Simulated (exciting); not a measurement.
# AlAs: equation of state with PBE

The system is AlAs.

```
As Al
1.0
     0.00000    2.83040    2.83040
     2.83040    0.00000    2.83040
     2.83040    2.83040    0.00000
As Al
1 1
Direct
  0.75000 0.75000 0.75000
  0.00000 0.00000 0.00000
```

```json
{"Program": "exciting (release sodium)", "Task": "equation of state", "Functional": "PBE", "Potentials or basis": "all-electron LAPW+lo, shipped species files, valence relativity iora*", "rgkmax": "9", "k mesh": "8 × 8 × 8", "Occupations": "fermi-dirac, width 0.05 eV", "Spin": "no spin polarisation", "gmaxvr (cutoff of density and potential)": "14 1/bohr", "lmaxapw (and lmaxmat)": "10", "lmaxvr": "8", "nempty": "10", "Valence relativity": "iora*", "Muffin-tin radii": "As 2.0, Al 2.0 bohr"}
```

```
Equilibrium volume                      : 23.49 Å³/atom
Bulk modulus                            : 68 GPa
Pressure derivative of the bulk modulus : 4.0 (rough: it moves with the points fitted)
```

Energy against volume, from the lowest point:
| volume (Å³/atom) | energy (meV/atom) |
| --- | --- |
| 21.314 | 50.09 |
| 21.768 | 30.29 |
| 22.221 | 15.81 |
| 22.675 | 6.14 |
| 23.128 | 1.19 |
| 23.582 | 0.00 |
| 24.035 | 2.54 |

PBE usually gives volumes a little too large and moduli too small. Zero-point motion and thermal expansion aren't in these numbers.
